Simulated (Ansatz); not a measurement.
# WS2: the cell at several levels of theory, part 3 of 3

Ansatz 0.2.0, plane waves. Earlier steps stand in the parts before.

**4. Relaxing with PBE-D4**

input.yaml

```yaml
crystal:
  lattice:
    - [1.5787673126, 0.9115017329, 6.0415736158]
    - [-1.5787673126, 0.9115017329, 6.0415736158]
    - [0.0, -1.8230034658, 6.0415736158]
  atoms:
    - { symbol: W, position: [-2.31004e-05, -2.31004e-05, -2.31004e-05] }
    - { symbol: S, position: [0.4201088908, 0.4201088908, 0.4201088908] }
    - { symbol: S, position: [0.2465808763, 0.2465808763, 0.2465808763] }
kpoints:
  mp_grid: { grid: [8, 8, 8] }
hamiltonian:
  xc: pbe
  dispersion: d4
scf:
  occupations: { method: fermi_dirac, width: 0.02 }
relax:
  f_tol: 0.005
  cell: {}
```

Run with:

```
> ansatz run input.yaml --threads 2 --pin off --max-ram 2211MiB --backend cpu --events-out ev --progress --plain --runs-dir out
```

What it wrote:

```text
Warning: RAYON_NUM_THREADS=2 ignored (pool sized by the plan → 2); use --threads N
basis.fft_grid_basis auto: the FFT boxes are laid along the combinations [[1, 0, -1], [0, 1, -1], [0, 0, 1]] of the cell's own vectors, 3.158, 3.158 and 6.311 Å long. The dense box has 24×24×45 points. Along the cell's own vectors, as sized, it would have 45×45×45, 3.52 times as many. Of the 6 symmetry operations that the crystal satisfies within crystal.symmetry.tolerance (time reversal apart; of a slab, those that keep its plane) the dense box along the cell's own vectors carries 6, and the one as laid loses 4 of those. basis.fft_grid_basis: typed keeps the cell's own vectors: state it where this run's energies or levels are differenced outside the engine with another run's, or held beside a run that keeps those vectors.
Engine: ansatz 0.2.0, aarch64-unknown-linux-gnu
Pseudopotentials: kind: paw
Pseudopotential: W, paw, valence charge 14, recommended cutoff 420 eV (normal), W.paw.azcp
Pseudopotential: S, paw, valence charge 6, recommended cutoff 420 eV (normal), S.paw.azcp
Functional definition: PBE
  parameter kappa = 0.804
  parameter beta = 0.06672455060314922
  exchange = pbe_x(kappa = kappa, mu = beta*pi^2/3)
  correlation = pbe_c(beta = beta)
Crystal: 3 atoms, lattice volume = 52.165 Å³
Basis set: ecut = 420 eV, 999 PW (Γ), FFT grids on a1−a3, a2−a3, a3, exchange–correlation on 48×48×90 points (8 copies of the dense FFT grid, shifted against one another)
Bands: 17, of which v1, the nominal top of the filled ones, is band 13 counted from 1 (12 counted from 0)
Symmetry: 6 space group operations
Space group: R3m (ITA 160), of the structure as read, at distance tolerance 3.7e-5 Å
k-points: 65 of 512 (time reversal used)
Non-local potential: W, projectors of the file, l = 0: 3, l = 1: 2, l = 2: 2, l = 3: 1
Non-local potential: S, projectors of the file, l = 0: 2, l = 1: 2, l = 2: 2
PAW form: soft (Blöchl's): semilocal exchange-correlation on the pseudo side does not see the compensation charge
PAW one-centre angular grid: W, 590 points (default); XC on 64 Gauss nodes
PAW one-centre angular grid: S, 110 points (default); XC on 64 Gauss nodes
Initial density: superposition of atomic densities (neutral atoms: chi_scale 0, normalization atom), corrected by the library's trained network
Initial wavefunctions: pseudopotential atomic-orbital guess
Functional: x = pbe(κ = 0.804, μ = 0.2195149727645171), c = pbe(β = 0.06672455060314922)
SCF iter   1: F=—  HF=-12192.701344 eV  |F-HF|=—  |Δ(HF+E_count)|=         —  Δρ=5.15e-3  dr2=5.33e-3  ethr=1.77e-3  ⟨swp⟩=6.0  Hψ=6563  notcnv=0
preconditioner: auto → none  [insulator: Δε(μ)=1.064 eV  Ē_g=8.834 eV  σ=0.020 eV  W_gap=1.00  n_scr=16 (ndim 8)  ℏωp=21.8 eV  f_vac=0.009  D(μ)=0.00/eV (n_scr^D=0)  ε∞_Penn≈7.1]
SCF iter   2: F=—  HF=-12192.704603 eV  |F-HF|=—  |Δ(HF+E_count)|=   3.26e-3  Δρ=2.66e-3  dr2=1.72e-3  ethr=2.05e-5  ⟨swp⟩=2.1  Hψ=2247  notcnv=0
SCF iter   3: F=—  HF=-12192.706628 eV  |F-HF|=—  |Δ(HF+E_count)|=   2.02e-3  Δρ=7.17e-4  dr2=6.26e-4  ethr=6.61e-6  ⟨swp⟩=2.0  Hψ=1820  notcnv=0
SCF iter   4: F=—  HF=-12192.706570 eV  |F-HF|=—  |Δ(HF+E_count)|=   5.83e-5  Δρ=1.42e-4  dr2=1.55e-5  ethr=2.41e-6  ⟨swp⟩=2.0  Hψ=1559  notcnv=0
SCF iter   5: F=—  HF=-12192.706570 eV  |F-HF|=—  |Δ(HF+E_count)|=   2.12e-8  Δρ=2.35e-5  dr2=6.72e-7  ethr=5.97e-8  ⟨swp⟩=2.0  Hψ=1606  notcnv=0
SCF iter   6: F=-12192.706570 eV  HF=-12192.706570 eV  |F-HF|=7.42e-9  |Δ(HF+E_count)|=   4.44e-8  Δρ=5.93e-6  dr2=2.85e-8  ethr=3.85e-10  ⟨swp⟩=5.0  Hψ=4362  notcnv=0
SCF 1 converged in 6 iterations: F = -12192.706570 eV  dr2 = 2.85e-8
relax step   1: F+E_penalty+E_count = -12192.70656965 eV  Δ(F+E_penalty+E_count) = +0.000e0 eV  max|allowed force component| = 3.386e-3 eV/Å  Δτ_max = 0.0000 Å  P = +0.249 GPa  Ω = 52.165 Å³  (6 SCF iters, dr2 threshold 1.00e-7 eV, accepted)
Crystal: 3 atoms, lattice volume = 52.671 Å³
Initial density: handed on by an earlier stage of this run
Initial wavefunctions: those handed on with the density
iter 1 solved again at ethr=2.31e-6 eV; its pass at ethr=3.10e-3 eV (dr2=6.00e-4 eV) is discarded
SCF iter   1: F=—  HF=-12192.706616 eV  |F-HF|=—  |Δ(HF+E_count)|=         —  Δρ=9.47e-4  dr2=5.13e-4  ethr=2.31e-6  ⟨swp⟩=2.5  Hψ=6837  notcnv=0
preconditioner: auto → none  [insulator: Δε(μ)=1.100 eV  Ē_g=8.834 eV  σ=0.020 eV  W_gap=1.00  n_scr=16 (ndim 8)  ℏωp=21.7 eV  f_vac=0.012  D(μ)=0.00/eV (n_scr^D=0)  ε∞_Penn≈7.0]
SCF iter   2: F=—  HF=-12192.706601 eV  |F-HF|=—  |Δ(HF+E_count)|=   1.51e-5  Δρ=6.61e-4  dr2=5.72e-4  ethr=1.97e-6  ⟨swp⟩=2.0  Hψ=1560  notcnv=0
SCF iter   3: F=—  HF=-12192.706551 eV  |F-HF|=—  |Δ(HF+E_count)|=   5.02e-5  Δρ=4.27e-4  dr2=2.12e-4  ethr=1.97e-6  ⟨swp⟩=2.0  Hψ=1533  notcnv=0
SCF iter   4: F=—  HF=-12192.706494 eV  |F-HF|=—  |Δ(HF+E_count)|=   5.62e-5  Δρ=2.01e-4  dr2=3.12e-5  ethr=8.15e-7  ⟨swp⟩=1.0  Hψ=1107  notcnv=0
SCF iter   5: F=—  HF=-12192.706492 eV  |F-HF|=—  |Δ(HF+E_count)|=   2.33e-6  Δρ=5.35e-5  dr2=2.12e-6  ethr=1.20e-7  ⟨swp⟩=2.1  Hψ=1332  notcnv=0
SCF iter   6: F=—  HF=-12192.706492 eV  |F-HF|=—  |Δ(HF+E_count)|=   8.16e-8  Δρ=1.55e-5  dr2=3.84e-7  ethr=8.15e-9  ⟨swp⟩=2.0  Hψ=1518  notcnv=0
SCF iter   7: F=-12192.706492 eV  HF=-12192.706492 eV  |F-HF|=6.26e-10  |Δ(HF+E_count)|=   6.19e-8  Δρ=3.55e-6  dr2=3.90e-9  ethr=9.84e-10  ⟨swp⟩=5.0  Hψ=3883  notcnv=0
SCF 2 converged in 7 iterations: F = -12192.706492 eV  dr2 = 3.90e-9
relax step   2: F+E_penalty+E_count = -12192.70649218 eV  Δ(F+E_penalty+E_count) = +7.747e-5 eV  max|allowed force component| = 3.770e-2 eV/Å  Δτ_max = 0.0124 Å  P = -0.113 GPa  Ω = 52.671 Å³  energy of the carried Pulay correction = -9.233e-5 eV  (7 SCF iters, dr2 threshold 2.56e-7 eV, accepted)
Crystal: 3 atoms, lattice volume = 52.468 Å³
iter 1 solved again at ethr=4.74e-7 eV; its pass at ethr=3.10e-3 eV (dr2=1.23e-4 eV) is discarded
SCF iter   1: F=—  HF=-12192.706818 eV  |F-HF|=—  |Δ(HF+E_count)|=         —  Δρ=3.80e-4  dr2=1.16e-4  ethr=4.74e-7  ⟨swp⟩=2.0  Hψ=6672  notcnv=0
preconditioner: auto → none  [insulator: Δε(μ)=1.086 eV  Ē_g=8.840 eV  σ=0.020 eV  W_gap=1.00  n_scr=16 (ndim 8)  ℏωp=21.7 eV  f_vac=0.010  D(μ)=0.00/eV (n_scr^D=0)  ε∞_Penn≈7.1]
SCF iter   2: F=—  HF=-12192.706776 eV  |F-HF|=—  |Δ(HF+E_count)|=   4.24e-5  Δρ=1.74e-4  dr2=1.59e-5  ethr=4.46e-7  ⟨swp⟩=2.0  Hψ=1560  notcnv=0
SCF iter   3: F=—  HF=-12192.706773 eV  |F-HF|=—  |Δ(HF+E_count)|=   2.10e-6  Δρ=9.17e-5  dr2=2.13e-6  ethr=6.12e-8  ⟨swp⟩=2.0  Hψ=1547  notcnv=0
iter 4 did not close the SCF: its close was put off for the readings that it lacked (scf_convergence_deferred on its scf_iter line)
SCF iter   4: F=-12192.706774 eV  HF=-12192.706774 eV  |F-HF|=3.78e-8  |Δ(HF+E_count)|=   1.76e-7  Δρ=1.72e-5  dr2=1.30e-7  ethr=8.20e-9  ⟨swp⟩=2.4  Hψ=1639  notcnv=0
iter 5 did not close the SCF: its close was put off for the readings that it lacked (scf_convergence_deferred on its scf_iter line)
SCF iter   5: F=-12192.706774 eV  HF=-12192.706774 eV  |F-HF|=1.36e-10  |Δ(HF+E_count)|=   1.58e-8  Δρ=1.59e-6  dr2=1.46e-9  ethr=4.98e-10  ⟨swp⟩=2.4  Hψ=1516  notcnv=0
SCF iter   6: F=-12192.706774 eV  HF=-12192.706774 eV  |F-HF|=7.28e-12  |Δ(HF+E_count)|=  7.02e-10  Δρ=3.13e-7  dr2=2.93e-11  ethr=5.61e-12  ⟨swp⟩=1.6  Hψ=3306  notcnv=0
SCF 3 converged in 6 iterations: F = -12192.706774 eV  dr2 = 2.93e-11
relax step   3: F+E_penalty+E_count = -12192.70677367 eV  Δ(F+E_penalty+E_count) = -2.815e-4 eV  max|allowed force component| = 1.255e-3 eV/Å  Δτ_max = 0.0051 Å  P = +0.002 GPa  Ω = 52.468 Å³  energy of the carried Pulay correction = -5.561e-5 eV  (6 SCF iters, dr2 threshold 1.84e-7 eV, accepted)
Initial wavefunctions: pseudopotential atomic-orbital guess (no wavefunctions were taken with the density)
iter 1 solved again at ethr=3.02e-7 eV; its pass at ethr=3.10e-3 eV (dr2=7.84e-5 eV) is discarded
SCF iter   1: F=—  HF=-12192.706845 eV  |F-HF|=—  |Δ(HF+E_count)|=         —  Δρ=2.29e-5  dr2=1.32e-8  ethr=3.02e-7  ⟨swp⟩=3.0  Hψ=9539  notcnv=0
eigensolver tolerance schedule: the retry pair's looser diagonalisation over-reported the residual by 5957.07 of it (diagonalisation noise at 1.38 of the residual, at the tolerance the schedule requests for it); recorded, not acted on — ethr = c·dr2/N_el stays at c = 1.0e-1
preconditioner: auto → none  [insulator: Δε(μ)=1.089 eV  Ē_g=8.840 eV  σ=0.020 eV  W_gap=1.00  n_scr=16 (ndim 8)  ℏωp=21.7 eV  f_vac=0.010  D(μ)=0.00/eV (n_scr^D=0)  ε∞_Penn≈7.1]
SCF iter   2: F=—  HF=-12192.706828 eV  |F-HF|=—  |Δ(HF+E_count)|=   1.68e-5  Δρ=1.14e-5  dr2=3.46e-9  ethr=5.06e-11  ⟨swp⟩=3.5  Hψ=2530  notcnv=0
SCF iter   3: F=—  HF=-12192.706829 eV  |F-HF|=—  |Δ(HF+E_count)|=   7.45e-7  Δρ=2.34e-6  dr2=1.04e-8  ethr=1.33e-11  ⟨swp⟩=2.9  Hψ=2221  notcnv=0  recentre
SCF iter   4: F=—  HF=-12192.706829 eV  |F-HF|=—  |Δ(HF+E_count)|=   3.13e-9  Δρ=9.51e-7  dr2=4.06e-10  ethr=1.33e-11  ⟨swp⟩=2.0  Hψ=1559  notcnv=0
SCF iter   5: F=-12192.706829 eV  HF=-12192.706829 eV  |F-HF|=6.66e-10  |Δ(HF+E_count)|=   2.08e-9  Δρ=4.02e-7  dr2=1.94e-11  ethr=1.00e-12  ⟨swp⟩=5.6  Hψ=5941  notcnv=0
SCF 4 converged in 5 iterations: F = -12192.706829 eV  dr2 = 1.94e-11
relax step   4: F+E_penalty+E_count = -12192.70682871 eV  Δ(F+E_penalty+E_count) = -5.504e-5 eV  max|allowed force component| = 1.231e-3 eV/Å  Δτ_max = 0.0000 Å  P = +0.002 GPa  Ω = 52.468 Å³  stress off target by 9.66e-3 GPa  SCF on the basis re-selected at this cell (its energy is not comparable with the rows above)  (5 SCF iters)
basis re-selected at this cell: Δ(F+E_penalty+E_count) = -5.504e-5 eV, ΔP = +0.000 GPa vs the last step (what re-selecting the basis moved, of the pressure what is left beyond the Pulay correction that the steps carried, after the strain that the cell walked since its last selection, with what the two solves' SCF thresholds leave and, on support functions, any second-order correction that the steps lacked; it is no measure of the basis error at this ecutwfc). This SCF's stress stands 9.66e-3 GPa from its target on what of the cell is left free (relax.cell.stress_tol is 5.00e-2 GPa) and its largest allowed force component is 1.23e-3 eV/Å (relax.f_tol is 5.00e-3 eV/Å): within both
SCF converged after 5 iterations
Free energy (F): -12192.706829 eV
Harris-Foulkes:  -12192.706829 eV  (|F-HF|=6.66e-10)
Internal energy: -12192.706829 eV  (E = F + TS)
E sigma→0 (E₀):  -12192.706829 eV
Fermi energy:    12.568062 eV
--- Per-component energies (eV) ---
  E_band       = -179.970007
  E_kinetic    = 667.168405
  E_local      = -1683.227493  (includes V_loc(G=0)·N_el)
  E_nonlocal   = 57.419566
  E_hartree    = 664.697602
  E_xc         = -462.562400
  E_vxc        = -415.597442  (∫ρ·V_xc dr)
  E_paw        = -9763.162160  (= ΣΔE_a)
  E_vpaw       = -135.128210  (= ΣTr[D̂ρ^β])
  E_aug_tail   = -0.000063  (compensation charges beyond the density's cutoff)
  E_ewald      = -1671.690194
  E_disp       = -1.350091  (pairwise vdW)
  E_smearing   = -0.000000  (= −TS)
  E_closure    = -0.000000  (closes the sum)
  Σ components = -12192.706829   (vs F -12192.706829, Δ=0.00e0)
--- Forces (eV/Å), atoms counted from 1 ---
  atom   1  W      0.00000000     0.00000000     0.00034745
  atom   2  S      0.00000000     0.00000000     0.00088311
  atom   3  S      0.00000000    -0.00000000    -0.00123093
  max |Σ_I F_I| component: 3.69e-7 eV/Å
--- Stress (GPa, compression-positive) ---
       -0.002151       0.000000       0.000000
        0.000000      -0.002151      -0.000000
        0.000000      -0.000000       0.009664
  P = ⅓ Tr σ = 0.0018 GPa (0.018 kbar)
--- Relaxed structure (3 steps of the walk, 3 accepted, 1 SCFs on fresh bases) ---
  F+E_penalty+E_count = -12192.70682871 eV   max|allowed force component| = 1.231e-3 eV/Å   (the final SCF, on the basis selected at the relaxed cell)
  cell:  # Å, volume = 52.4683 Å³
    - [1.5794575506640047, 0.9119002420494495, 6.071418355514447]
    - [-1.5794575506640047, 0.9119002420494495, 6.071418355514447]
    - [1.4032657610323387e-33, -1.8238004840989002, 6.071418355514447]
  atoms:
    - { symbol: W, position: [-2.1933177004149227e-5, -2.1933177004149227e-5, -2.1933177004149227e-5] }
    - { symbol: S, position: [0.41970013355944513, 0.41970013355944513, 0.4197001335594451] }
    - { symbol: S, position: [0.24698846631755908, 0.24698846631755908, 0.24698846631755902] }
```

Wall time 19 s (2 threads of Arm Neoverse N1, shared host); peak memory 0.38 GiB.

Ionic steps:

| step | energy change (meV/atom) | largest force (eV/Å) | pressure (GPa) | volume (Å³/atom) |
| --- | --- | --- | --- | --- |
| 1 | 0.0 | 0.0034 | 0.25 | 17.388 |
| 2 | 0.0 | 0.0377 | -0.11 | 17.557 |
| 3 | -0.1 | 0.0013 | 0.00 | 17.489 |
| 4 | -0.1 | 0.0012 | 0.00 | 17.489 |

The table lists every geometry solved, with passes on a fresh basis, whose energies don't compare exactly with the rows above.

```
                       before   after   change
                a (Å)   3.158   3.159  +0.04 %
                c (Å)  18.125  18.214  +0.49 %
     volume (Å³/atom)  17.388  17.489  +0.58 %
shortest distance (Å)   2.407   2.408  +0.03 %
          space group     R3m     R3m     same
```

**5. The cells side by side**

This closing draws on all 3 parts.

```
       level  a (Å)   c (Å)  volume (Å³/atom)  space group  SCF geometries
  PBE-D3(BJ)  3.158  18.125            17.388          R3m               8
r2SCAN+rVV10  3.172  18.712            18.114          R3m               8
      PBE-D4  3.159  18.214            17.489          R3m               4
```

**Reading.** The first relaxation changed the volume by -27.8 % from the start. PBE-D3(BJ) gives the smallest cell and r2SCAN+rVV10 the largest; they differ by 4.2 % in volume, a mean of 1.4 % in length.
